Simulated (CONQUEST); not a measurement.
## MoSe2 under changes of volume

One of the cells (20.129 Å³/atom); the others are scaled copies at fixed shape and fractional positions:

```
Mo Se
1.0
     3.28800    0.00000    0.00000
     0.00000    5.69498    0.00000
     0.00000    0.00000   12.90000
Mo Se
4 8
Direct
  0.00000 0.33333 0.25000
  0.50000 0.83333 0.25000
  0.00000 0.66667 0.75000
  0.50000 0.16667 0.75000
  0.00000 0.33333 0.62500
  0.50000 0.83333 0.62500
  0.00000 0.66667 0.12500
  0.50000 0.16667 0.12500
  0.00000 0.33333 0.87500
  0.50000 0.83333 0.87500
  0.00000 0.66667 0.37500
  0.50000 0.16667 0.37500
```

```yaml
Program: CONQUEST 1.3
Functional: LDA
Potentials_or_basis: PseudoDojo NC LDA, DZP, grid of 32 × 60 × 128 points
k_mesh: 5 × 3 × 2
Occupations: fermi-dirac, width 0.05 eV
Spin: no spin polarisation
```

```csv
volume (Å³/atom),energy over the lowest point (meV/atom),pressure (GPa),gap on the mesh (eV),largest force (eV/Å)
18.922,74.59,14.9,0.81,2.417
19.324,42.39,10.7,0.83,1.944
19.727,19.84,7.2,0.84,1.520
20.129,?,?,?,?
20.532,0.00,0.9,0.87,0.758
20.935,0.89,-1.6,0.89,0.443
21.337,7.89,-4.0,0.90,0.121
```

Q: What does the run at 20.129 Å³/atom give?

A: Energy over the lowest point 5.99 meV/atom; pressure 3.9 GPa; gap on the mesh 0.86 eV; largest force 1.124 eV/Å.

Worked out: A Birch-Murnaghan fit of order 3 (a polynomial in V^(-2/3)) to the other rows has its minimum at 20.68 Å³/atom with B0 = V·E''(V) = 135 GPa and B' = 4.9 at fixed shape and positions, which overstates the stiffness. It gives 6.07 meV/atom at 20.129 Å³/atom, against the run's 5.99, and -dE/dV = 3.9 GPa, against 3.9. A straight line through the other rows of the gap, of slope 0.749 eV per unit of ln V, gives 0.86 eV, against the run's 0.86.

Energies are extrapolated to zero smearing.

Caveats: an odd mesh through Γ misses points on the zone boundary, where band edges often lie; the cell's inner coordinates are idealised or old, which leaves forces on the atoms; the basis of atomic orbitals isn't converged, which shifts pressures, moduli and gaps. Spin-orbit coupling on Mo, Se is left out.
